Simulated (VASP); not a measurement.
# TiH2 (I4/mmm) in VASP: settings compared

The runs below take TiH2 through single point, with PBEsol, r2SCAN.

Everything below comes from runs of VASP 6.6.1. Logs are shortened: lines on timing, memory, paths and dates and some standing lists are left out, and cuts for length are marked.

## 1. The crystal as given

The structure is tetragonal, space group I4/mmm (No. 139). The conventional cell has a = 3.177 Å, b = 3.177 Å, c = 4.140 Å, α = 90.00°, β = 90.00°, γ = 90.00°. Ti (site symmetry 4/mmm) has 8 H at 1.90 Å as nearest neighbours. Around H (site symmetry -4m2) lie 4 Ti at 1.90 Å and 2 H at 2.07 Å.

The cell comes from a database or a generator and needn't be the stable form of this composition.

## 2. Single point, PBEsol

Input file INCAR:

```
SYSTEM = TiH2
PREC     = Accurate       ! precision mode
ENCUT    = 520            ! plane-wave cutoff, eV
EDIFF    = 1E-6           ! SCF threshold, eV
ISMEAR   = 0              ! smearing method
SIGMA    = 0.5            ! smearing width, eV
LREAL    = .FALSE.        ! projectors in reciprocal space
LASPH    = .TRUE.         ! aspherical terms in the spheres
NELM     = 80             ! most SCF steps
ALGO     = Normal         ! electronic algorithm
ISIF     = 2              ! what is computed and relaxed
LWAVE    = .FALSE.        ! write WAVECAR
LCHARG   = .TRUE.         ! write CHGCAR
GGA      = PS             ! functional
LELF     = .TRUE.         ! ELF
LVHAR    = .TRUE.       
NBANDS   = 14             ! bands
```

Input file KPOINTS:

```
Automatic mesh
0
G
  18 18 18
  0 0 0
```

Input file POSCAR:

```
TiH2
1.0
   -1.5885800000      1.5885800000      2.0698700000
    1.5885800000     -1.5885800000      2.0698700000
    1.5885800000      1.5885800000     -2.0698700000
Ti H
1 2
Direct
    0.0000000000      0.0000000000      0.0000000000
    0.2500000000      0.7500000000      0.5000000000
    0.7500000000      0.2500000000      0.5000000000
```

Potentials or basis: VASP PAW PBE potentials, release 64 (Ti_sv, H).

Run with:

```bash
cat potpaw_PBE.64/Ti_sv/POTCAR potpaw_PBE.64/H/POTCAR > POTCAR
mpirun -np 1 vasp_std > vasp.out
```

OUTCAR:

```text
SYSTEM = TiH2
   PREC = Accurate
   ENCUT = 520
   EDIFF = 1E-6
   ISMEAR = 0
   LREAL = .FALSE.
   LASPH = .TRUE.
   NELM = 80
   ISIF = 2
   GGA = PS

 ion  position               nearest neighbor table
   1  0.000  0.000  0.000-   3 1.90   2 1.90   3 1.90   2 1.90   2 1.90   3 1.90   2 1.90   3 1.90

   2  0.250  0.750  0.500-   1 1.90   1 1.90   1 1.90   1 1.90
   3  0.750  0.250  0.500-   1 1.90   1 1.90   1 1.90   1 1.90

  LATTYP: Found a body centered tetragonal cell.
 ALAT       =     3.1771600000
 C/A-ratio  =     1.3029686890

  Lattice vectors:

 A1 = (  -1.5885800000,   1.5885800000,   2.0698700000)
 A2 = (   1.5885800000,  -1.5885800000,   2.0698700000)
 A3 = (   1.5885800000,   1.5885800000,  -2.0698700000)

Analysis of symmetry for initial positions (statically):
=====================================================================
 Subroutine PRICEL returns:
 Original cell was already a primitive cell.

 Routine SETGRP: Setting up the symmetry group for a
 body centered tetragonal supercell.

 Subroutine GETGRP returns: Found 16 space group operations
 (whereof 16 operations were pure point group operations)
 out of a pool of 16 trial point group operations.

The static configuration has the point symmetry D_4h.

Analysis of symmetry for dynamics (positions and initial velocities):
=====================================================================
 Subroutine PRICEL returns:
 Original cell was already a primitive cell.

 Routine SETGRP: Setting up the symmetry group for a
 body centered tetragonal supercell.

 Subroutine GETGRP returns: Found 16 space group operations
 (whereof 16 operations were pure point group operations)
 out of a pool of 16 trial point group operations.

The dynamic configuration has the point symmetry D_4h.

 Subroutine INISYM returns: Found 16 space group operations
 (whereof 16 operations are pure point group operations),
 and found     1 'primitive' translations

----------------------------------------------------------------------------------------

                                     Primitive cell

  volume of cell :      20.8940

  direct lattice vectors                    reciprocal lattice vectors
    -1.588580000  1.588580000  2.069870000     0.000000000  0.314746503  0.241561064
     1.588580000 -1.588580000  2.069870000     0.314746503  0.000000000  0.241561064
     1.588580000  1.588580000 -2.069870000     0.314746503  0.314746503  0.000000000

  length of vectors
     3.054756070  3.054756070  3.054756070     0.396758250  0.396758250  0.445118773

  position of ions in fractional coordinates (direct lattice)
     0.000000000  0.000000000  0.000000000
     0.250000000  0.750000000  0.500000000
     0.750000000  0.250000000  0.500000000

  ion indices of the primitive-cell ions
   primitive index   ion index
                 1           1
                 2           2
                 3           3

----------------------------------------------------------------------------------------

 KPOINTS: Automatic mesh

Automatic generation of k-mesh.
 Grid dimensions read from file:
 generate k-points for:   18   18   18

 Generating k-lattice:

  Cartesian coordinates                     Fractional coordinates (reciprocal lattice)
     0.000000000  0.017485917  0.013420059     0.055555556 -0.000000000  0.000000000
     0.017485917  0.000000000  0.013420059    -0.000000000  0.055555556  0.000000000
     0.017485917  0.017485917  0.000000000     0.000000000  0.000000000  0.055555556

  Length of vectors
     0.022042125  0.022042125  0.024728821

  Shift w.r.t. Gamma in fractional coordinates (k-lattice)
     0.000000000  0.000000000  0.000000000

 Subroutine IBZKPT returns following result:
 ===========================================

 Found    480 irreducible k-points:

 Following reciprocal coordinates:
            Coordinates               Weight
  0.000000  0.000000  0.000000      1.000000
  0.055556  0.000000 -0.000000      8.000000
  0.111111  0.000000 -0.000000      8.000000
  0.166667  0.000000  0.000000      8.000000
  0.222222  0.000000  0.000000      8.000000
  0.277778  0.000000  0.000000      8.000000
[... 16 lines left out ...]
 -0.277778  0.055556 -0.000000     16.000000
 -0.222222  0.055556  0.000000     16.000000
 [... further k-points ...]
   k-points           NKPTS =    480   k-points in BZ     NKDIM =    480   number of bands    NBANDS=     14
   number of dos      NEDOS =    301   number of ions     NIONS =      3
   total plane-waves  NPLWV =  13824
   dimension x,y,z NGX =    24 NGY =   24 NGZ =   24
   dimension x,y,z NGXF=    48 NGYF=   48 NGZF=   48
   ions per type =               1   2
   NGX,Y,Z   is equivalent  to a cutoff of  13.06, 13.06, 13.06 a.u.
   NGXF,Y,Z  is equivalent  to a cutoff of  26.12, 26.12, 26.12 a.u.
 SYSTEM =  TiH2
   PREC   = accura    normal or accurate (medium, high low for compatibility)
   ISTART =      0    job   : 0-new  1-cont  2-samecut
   ICHARG =      2    charge: 1-file 2-atom 10-const
   ISPIN  =      1    spin polarized calculation?
   LNONCOLLINEAR =      F non collinear calculations
   LSORBIT =      F    spin-orbit coupling
   LASPH  =      T    aspherical Exc in radial PAW
   ENCUT  =  520.0 eV  38.22 Ry    6.18 a.u.   5.68  5.68  5.68*2*pi/ulx,y,z
   NELM   =     80;   NELMIN=  2; NELMDL= -5     # of ELM steps
   EDIFF  = 0.1E-05   stopping-criterion for ELM
   LREAL  =      F    real-space projection
   EDIFFG = 0.1E-04   stopping-criterion for IOM
   NSW    =      0    number of steps for IOM
   IBRION =     -1    ionic relax: 0-MD 1-quasi-New 2-CG
   NFREE  =      0    steps in history (QN), initial steepest desc. (CG)
   ISIF   =      2    stress and relaxation
   ISYM   =      2    0-nonsym 1-usesym 2-fastsym
   POTIM  = 0.5000    time-step for ionic-motion
   TEBEG  =    0.0;   TEEND  =   0.0 temperature during run
   PSTRESS=    0.0 pullay stress
   NELECT =      14.0000    total number of electrons
   NUPDOWN=      -1.0000    fix difference up-down
   EMIN   =  10.00;   EMAX   =-10.00  energy-range for DOS
   EFERMI =   0.00;   METHOD = LEGACY
   ISMEAR =     0;   SIGMA  =   0.50  broadening in eV -4-tet -1-fermi 0-gaus
   EFERMI_NEDOS =   21; number of points for ismear=-14 and -15
   IALGO  =     38    algorithm
   IMIX   =      4    mixing-type and parameters
     AMIX     =   0.40;   BMIX     =  1.00
     AMIX_MAG =   1.60;   BMIX_MAG =  1.00
  volume/ion in A,a.u.               =       6.96        47.00
  Fermi-wavevector in a.u.,A,eV,Ry     =   1.432552  2.707131 27.921952  2.052206
  Thomas-Fermi vector in A             =   2.552167
   LORBIT       =      0    0 simple, 1 ext, 2 COOP (PROOUT), +10 PAW based schemes
   GGA     = PS    functional components
   LHFCALC =     F    Hartree Fock is set to
   AEXX    =    0.0000 exact exchange contribution
   IVDW    =     0    specifies the selected vdW correction
   LEPSILON=     F    determine dielectric tensor
   LRPA    =     F    only Hartree local field effects (RPA)
 non-spin polarized calculation
 Gauss-broadening in eV      SIGMA  =   0.50
  energy-cutoff  :      520.00
  volume of cell :       20.89
 maximum number of plane-waves:       588
   NGX = 11   NGY = 11   NGZ = 11

 number of electron      13.9999998 magnetization

 Free energy of the ion-electron system (eV)
  ---------------------------------------------------
  ext. energy  EPLUGINS =         0.00000000
  ---------------------------------------------------
  free energy    TOTEN  =       -16.71367873 eV

  energy without entropy =      -16.56778867  energy(sigma->0) =      -16.64073370

 E-fermi :   7.9814     XC(G=0): -11.8830

 val. band max:        7.9807826514   @ k =  -0.1111  -0.2222   0.1111
 cond. band min:       7.9854325703   @ k =  -0.1111   0.1667   0.0556
 fundamental gap:      0.0046499189
 Fermi energy:         7.9814332525

 k-point     1 :       0.0000    0.0000    0.0000
  band No.  band energies     occupation
      1     -48.9108      2.00000
      2     -25.0722      2.00000
      3     -25.0722      2.00000
      4     -25.0547      2.00000
      5      -2.6823      2.00000
      6       7.6171      1.69724
      7       7.6171      1.69724
      8       8.0251      0.90174
      9       8.8259      0.01691
     10       9.2761      0.00025
     11       9.8540      0.00000
     12      22.6233      0.00000
     13      23.6494      0.00000
     14      23.6494      0.00000

 k-point     2 :       0.0556    0.0000   -0.0000
  band No.  band energies     occupation
      1     -48.9087      2.00000
      2     -25.0833      2.00000
      3     -25.0746      2.00000
      4     -25.0590      2.00000
      5      -2.6024      2.00000
      6       7.0886      1.98844
      7       7.6486      1.65349
      8       7.9268      1.12278
      9       9.2616      0.00029
     10       9.5409      0.00001
     11       9.8274      0.00000
     12      21.7700      0.00000
     13      23.6964      0.00000
     14      24.0620      0.00000

 k-point     3 :       0.1111    0.0000   -0.0000
  band No.  band energies     occupation
      1     -48.9027      2.00000
      2     -25.1223      2.00000
      3     -25.0815      2.00000
      4     -25.0642      2.00000
      5      -2.3678      2.00000
      6       6.1908      2.00000
      7       7.7290      1.52472
      8       8.0031      0.95104
      9       9.2359      0.00039
     10       9.7572      0.00000
     11      10.6076      0.00000
     12      20.5114      0.00000
     13      23.8151      0.00000
     14      23.9047      0.00000
[... 324 lines left out ...]
 k-point    23 :      -0.2778    0.0556   -0.0000
  band No.  band energies     occupation
      1     -48.8734      2.00000
      2     -25.3123      2.00000
      3     -25.1157      2.00000
      4     -25.0869      2.00000
      5      -1.1023      2.00000
      6       4.1543      2.00000
      7       7.8343      1.32277
      8       8.3138      0.34716
      9       9.3398      0.00012
     10       9.8288      0.00000
     11      13.0913      0.00000
     12      17.4914      0.00000
     13      20.9840      0.00000
     14      22.8620      0.00000

 k-point    24 :      -0.2222    0.0556    0.0000
  band No.  band energies     occupation
      1     -48.8852      2.00000
      2     -25.2355      2.00000
      3     -25.1016      2.00000
      4     -25.0800      2.00000
      5      -1.6348      2.00000
      6       4.7816      2.00000
      7       7.8883      1.20776
      8       8.2606      0.42970
      9       9.1402      0.00105
     10       9.7547      0.00000
     11      12.3615      0.00000
     12      18.5346      0.00000
     13      21.7858      0.00000
     14      23.2551      0.00000

 [... further k-points ...]

------------------------ aborting loop because EDIFF is reached ----------------------------------------

  FORCE on cell =-STRESS in cart. coord.  units (eV):
  Direction    XX          YY          ZZ          XY          YZ          ZX
  --------------------------------------------------------------------------------------
  -------------------------------------------------------------------------------------
  Total       -0.0811088     -0.0811088      0.4069681      0.0000000      0.0000000      0.0000000
  in kB       -6.2195268     -6.2195268     31.2068368      0.0000000      0.0000000      0.0000000
  external PRESSURE =       6.2559277 kB  Pullay stress =       0.0000000 kB

 VOLUME and BASIS-vectors are now :
 -----------------------------------------------------------------------------
  energy-cutoff  :      520.00
  volume of cell :       20.89
      direct lattice vectors                 reciprocal lattice vectors
    -1.588580000  1.588580000  2.069870000     0.000000000  0.314746503  0.241561064
     1.588580000 -1.588580000  2.069870000     0.314746503  0.000000000  0.241561064
     1.588580000  1.588580000 -2.069870000     0.314746503  0.314746503  0.000000000

 POSITION                                       TOTAL-FORCE (eV/Angst)
 -----------------------------------------------------------------------------------
      0.00000      0.00000      0.00000         0.000000      0.000000      0.000000
      1.58858      0.00000      1.03493        -0.000000     -0.000000     -0.000000
      0.00000      1.58858      1.03493        -0.000000      0.000000     -0.000000
 -----------------------------------------------------------------------------------
    total drift:                                0.000000      0.000000      0.000000

  FREE ENERGIE OF THE ION-ELECTRON SYSTEM (eV)
  ---------------------------------------------------
  free  energy   TOTEN  =       -16.7136787264 eV

  energy  without entropy=      -16.5677886727  energy(sigma->0) =      -16.64073370
```

Run time: 63 s. Hardware: 1 thread of Intel Xeon Platinum 8488C (Sapphire Rapids), shared host; peak memory 0.25 GiB.

Results:

* Free energy: -16.7137 eV
* Pressure: 0.6 GPa
* Band gap on the k mesh: none (metal or under the smearing width)

Stress tensor (GPa, compression positive):
```
-0.62  0.00  0.00
 0.00 -0.62  0.00
 0.00  0.00  3.12
```

Levels at points of the mesh, in eV from the Fermi level:
| k point | band 5 | band 6 | band 7 | band 8 | band 9 | band 10 |
| --- | --- | --- | --- | --- | --- | --- |
| (0.00, 0.00, 0.00) | -10.66 | -0.36 | -0.36 | 0.04 | 0.84 | 1.29 |
| (0.50, 0.00, 0.00) | -7.37 | -5.09 | -0.45 | 0.21 | 2.30 | 2.61 |
| (0.50, 0.50, 0.00) | -5.72 | -5.50 | -3.15 | 2.33 | 2.52 | 2.79 |
| (0.50, 0.50, 0.50) | -6.49 | -4.33 | -3.05 | 2.57 | 2.61 | 2.61 |

Caveat: the PAW data sets were made with another functional, which shifts forces and pressure a little.

[end of part 1 of 2]
